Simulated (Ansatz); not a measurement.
**MoS2 (R3m), clamped-ion strain scan**

Computed with Ansatz 0.2.0, DFT PBE+D3(BJ), scalar-relativistic, plane waves, PAW. Cutoff 420 eV, Γ-centred 12×12×12 k-points, Gaussian smearing of 0.05 eV. No spin polarisation. Energies are free energies at this smearing, counted from the undisturbed cell; pressure is positive in compression.

Reference structure (relaxed at this level):

```
CELL_PARAMETERS angstrom
1.57647 0.91018 5.99653
-1.57647 0.91018 5.99653
0.00000 -1.82036 5.99653
ATOMIC_POSITIONS crystal
Mo 0.00002 0.00002 0.00002
S 0.75356 0.75356 0.75356
S 0.57972 0.57972 0.57972
```

The cell is strained by ε times the Voigt pattern (1, 1, 0, 0, 0, 0) (xx, yy, zz, yz, xz, xy; engineering shear) with fractional coordinates fixed.

| ε | ΔE (meV/atom) | stress summed along the pattern (GPa, tension positive) | pressure (GPa) | gap on the mesh (eV) |
| --- | --- | --- | --- | --- |
| -0.1000 | 489.2 | -114.74 | 50.3 | 1.18 |
| -0.0750 | 257.6 | -75.93 | 33.1 | 1.01 |
| -0.0500 | 107.3 | -44.75 | 19.4 | 0.90 |
| -0.0250 | 25.2 | -19.83 | 8.6 | 0.83 |
| 0.0000 | 0.0 | -0.03 | 0.0 | 0.79 |
| 0.0250 | 22.1 | 15.58 | -6.7 | 0.67 |
| 0.0500 | 83.2 | 27.76 | -11.8 | 0.43 |
| 0.0750 | 176.5 | 37.13 | -15.7 | 0.24 |
| 0.0875 | 233.2 | 40.93 | -17.3 | 0.16 |
| 0.1000 | 295.8 | 44.20 | -18.6 | 0.09 |